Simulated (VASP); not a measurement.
Wanted: the native input for a VASP 6.6.1 run.

- Task: single point
- Functional: PBE
- Potentials or basis: VASP PAW PBE potentials, release 64 (Zn, O)
- Cutoff: 520 eV
- k mesh: 11 × 11 × 11
- Occupations: fermi-dirac, width 0.05 eV
- Spin: no spin polarisation
- Further INCAR settings: ALGO = Normal; EDIFF = 1e-07; NBANDS = 16

The structure of ZnO lies in POSCAR:

```
ZnO
1.0
    0.0000000000      2.1694420000      2.1694420000
    2.1694420000      0.0000000000      2.1694420000
    2.1694420000      2.1694420000      0.0000000000
Zn O
1 1
Direct
    0.0000000000      0.0000000000      0.0000000000
    0.5000000000      0.5000000000      0.5000000000
```

Measurements of this composition are mostly on another form, of space group No. 186.

One way to write it, as run:

INCAR

```
SYSTEM = ZnO
ALGO = Normal ; EDIFF = 1E-7
ENCUT = 520 ; GGA = PE
ISIF = 2 ; ISMEAR = -1
LASPH = .TRUE. ; LCHARG = .FALSE.
LREAL = .FALSE. ; LWAVE = .FALSE.
NBANDS = 16 ; NELM = 100
PREC = Accurate ; SIGMA = 0.05
```

KPOINTS

```
k-points
0
G
  11 11 11
  0 0 0
```

Potentials or basis: VASP PAW PBE potentials, release 64 (Zn, O).

Run with:

```bash
$ cat potpaw_PBE.64/Zn/POTCAR potpaw_PBE.64/O/POTCAR > POTCAR
$ mpirun -np 1 vasp_std > vasp.out
```

Results of the run:

The pressure is -0.1 GPa. The band gap on the k mesh is 0.72 eV, indirect (least direct gap 1.91 eV).

Caveat: an odd mesh through Γ misses points on the zone boundary, where band edges often lie.

Wall time 9.3 s on 1 thread of Intel(R) Xeon(R) Platinum 8488C (Sapphire Rapids) (shared host), peak memory 0.13 GiB.
